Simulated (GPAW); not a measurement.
**Sn: single point with GLLB-SC**

Crystal: Sn.

```
CELL_PARAMETERS angstrom
-1.89465 1.89465 1.89465
1.89465 -1.89465 1.89465
1.89465 1.89465 -1.89465
ATOMIC_POSITIONS crystal
Sn 0.00000 0.00000 0.00000
```

This isn't the form of Sn at room conditions, which is tetragonal (white tin).

* Program: GPAW 26.7.0
* Task: single point
* Functional: GLLB-SC
* Potentials or basis: the program's PAW data sets (release 1.2.1) made for this functional
* Cutoff: 450 eV
* Basis: pw
* k mesh: 8 × 8 × 8
* Occupations: fermi-dirac, width 0.05 eV
* Spin: no spin polarisation

```json
{"Band gap on the k mesh, Kohn-Sham part alone": "none (metal or under the smearing width)"}
```

Levels at points of the mesh, in eV from the Fermi level:
| k point | band 5 | band 6 | band 7 | band 8 | band 9 | band 10 |
| --- | --- | --- | --- | --- | --- | --- |
| (0.00, 0.00, 0.00) | -21.86 | -10.96 | 8.08 | 8.08 | 8.08 | 12.25 |
| (0.50, 0.50, 0.00) | -21.78 | -6.27 | -4.35 | 3.70 | 5.53 | 7.99 |
| (0.50, 0.50, 0.50) | -21.80 | -2.28 | -0.40 | -0.40 | -0.40 | 3.84 |

It took 15 s on 1 thread of Arm Neoverse N1, on a shared host, peak memory 0.13 GiB.

Caveat: a model potential gives levels but no total energy.
